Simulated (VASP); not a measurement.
Runs of VASP 6.6.1 on Si. It takes space group P6/mmm (No. 191, hexagonal). The conventional cell has a = 2.621 Å, b = 2.621 Å, c = 2.466 Å, α = 90.00°, β = 90.00°, γ = 120.00°. Around Si (site symmetry 6/mmm) lie 8 Si at 2.47 to 2.62 Å. This isn't the form of Si at room conditions, which is diamond.

| task | level | potentials or basis | cell | k mesh | cutoff (eV) | grid for exact exchange (PRECFOCK) | exchange at q = 0 | mesh quality | gap on the mesh (eV) | pressure (GPa) | relaxed volume (Å³/atom) |
| --- | --- | --- | --- | --- | --- | --- | --- | --- | --- | --- | --- |
| relaxation of cell and atoms | BLYP+D3 | VASP PAW PBE potentials, release 64 (Si) | relaxed | 12 × 12 × 11 | 600 | - | - | not flagged | none | 0.0 | 15.68 |
| relaxation of cell and atoms | LDA | VASP PAW LDA potentials, release 64 (Si) | relaxed | 12 × 12 × 11 | 600 | - | - | not flagged | none | -0.1 | 14.55 |
| band structure | RPBE | VASP PAW PBE potentials, release 64 (Si) | as given | 12 × 12 × 11 | 520 | - | - | not flagged | - | (a) | - |
| relaxation of cell and atoms | BLYP+D4 | VASP PAW PBE potentials, release 64 (Si) | relaxed | 12 × 12 × 11 | 600 | - | - | not flagged | none | 0.0 | (b) |
| relaxation of cell and atoms | PBE0 | VASP PAW PBE potentials, release 64 (Si) | relaxed | 6 × 6 × 6 | 600 | Fast | default | coarse | none | 0.0 | 14.88 |
| relaxation of cell and atoms | RPBE | VASP PAW PBE potentials, release 64 (Si) | relaxed | 12 × 12 × 11 | 600 | - | - | not flagged | none | 0.0 | 15.20 |
| relaxation of cell and atoms | PBEsol | VASP PAW PBE potentials, release 64 (Si) | relaxed | 12 × 12 × 11 | 600 | - | - | not flagged | none | 0.0 | 14.73 |
| band structure | PBE0 | VASP PAW PBE potentials, release 64 (Si) | as given | 6 × 6 × 6 | 520 | Fast | truncated | coarse | - | 1.5 | - |
| relaxation of cell and atoms | BLYP+D3(BJ) | VASP PAW PBE potentials, release 64 (Si) | relaxed | 12 × 12 × 11 | 600 | - | - | not flagged | none | 0.0 | 14.73 |

Alike in all rows: no spin polarisation; smearing fermi-dirac 0.05 eV.

Estimate the missing entries.

(a) 4.2; (b) 14.93.

Caveats: some runs use coarse meshes; the PAW data sets were made with another functional, which shifts forces and pressure a little (some runs); pairwise dispersion overbinds metals, which lowers pressure and volume (some runs).

A gap of «none» marks a metal or a gap under the smearing width.

Runs at the PBE level aren't shown here.
